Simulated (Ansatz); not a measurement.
**Te2Mo: equilibrium cell**

Method: plane-wave DFT with PAW (Ansatz; 420 eV, 500 eV for r²SCAN). Each run relaxes cell and atoms to zero pressure from this start:

```yaml
crystal:
  lattice:
    - [6.36161, 0.00000, 0.00000]
    - [0.00000, 3.48040, 0.00000]
    - [-0.08574, 0.00000, 36.17589]
  atoms:
    - { symbol: Te, position: [0.07915, 0.75000, 0.44347] }
    - { symbol: Te, position: [0.92085, 0.25000, 0.55653] }
    - { symbol: Te, position: [0.57075, 0.25000, 0.45930] }
    - { symbol: Te, position: [0.42925, 0.75000, 0.54070] }
    - { symbol: Mo, position: [0.81865, 0.75000, 0.50253] }
    - { symbol: Mo, position: [0.18135, 0.25000, 0.49747] }
```

The Γ-centred k-mesh is 6×10×1, the occupation rule is Gaussian smearing, 0.1 eV and the spin treatment is unpolarised.

Lengths are those of the conventional cell, space group P2_1/m.

Task: Order by relaxed volume, smallest first.
A. PBEsol
B. LDA
C. PBE

Result: B (126.68 Å³/atom), A (128.49 Å³/atom), C (133.09 Å³/atom).

```csv
functional,a (Å),b (Å),c (Å),volume (Å³/atom),gap on mesh (eV)
LDA,6.278,3.349,36.149,126.68,metal
PBEsol,6.320,3.372,36.172,128.49,metal
PBE,6.363,3.469,36.171,133.09,metal
```

1 further run of this set didn't finish or converge.

Cost: 3 runs of about 28 core-minutes in all, on Arm Neoverse V1 (shared hosts).